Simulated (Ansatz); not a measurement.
Computed with DFT PBE, scalar-relativistic, plane waves, PAW in Ansatz 0.2.0. Settings: cutoff 420 eV, Γ-centred meshes spaced at most about 0.3 Å⁻¹, and about 0.25 Å⁻¹ or finer for metals (2π included), Gaussian smearing. No spin polarisation.

All energies are static (0 K, no zero-point motion).

**Question.** Which of these relaxed structures of Si7N is the lowest in energy?
A.

Space group P-43m (No. 215). a = 5.190 Å, b = 5.190 Å, c = 5.190 Å, α = 90.00°, β = 90.00°, γ = 90.00°
| atom | site | symmetry | x | y | z |
| --- | --- | --- | --- | --- | --- |
| Si | 4e | .3m | 0.2249 | 0.2249 | 0.2249 |
| Si | 3c | -42.m | 0.0000 | 0.5000 | 0.5000 |
| N | 1a | -43m | 0.0000 | 0.0000 | 0.0000 |

B.

Space group P6_3mc (No. 186). a = 7.334 Å, b = 7.334 Å, c = 5.928 Å, α = 90.00°, β = 90.00°, γ = 120.00°
```tsv
atom	site	symmetry	x	y	z
Si	2b	3m.	0.3333	0.6667	0.8219
Si	6c	.m.	0.6554	0.8277	0.0026
Si	6c	.m.	0.3729	0.1865	0.8994
N	2b	3m.	0.3333	0.6667	0.5021
```

C.

Space group R-3m:H (No. 166). a = 7.197 Å, b = 7.197 Å, c = 19.440 Å, α = 90.00°, β = 90.00°, γ = 120.00°
```tsv
atom	site	symmetry	x	y	z
Si	6c	3m	0.3333	0.6667	0.1061
Si	18h	.m	0.1644	0.8356	0.2727
Si	18h	.m	0.8536	0.7073	0.1073
N	6c	3m	0.0000	0.0000	0.0949
```

**Answer.** C. The next of these, B, lies 46 meV/atom higher. Counting Si atoms around N (those within 1.25 times the shortest such distance or 1.15 times the sum of covalent radii): C has N 3; B has N 4; A has N 4. C holds Si–Si bonds in all directions (shortest 2.28 Å); B holds Si–Si bonds in all directions (shortest 2.31 Å); A holds Si–Si bonds in all directions (shortest 2.33 Å). All come from invented guesses. Even the lowest of the cells shown lies +0.03 eV/atom against the elements.

Cells relaxed within their symmetry can be saddle points. Some structure types and database cells were kept out of the candidates from the start, so a known form may be missing.
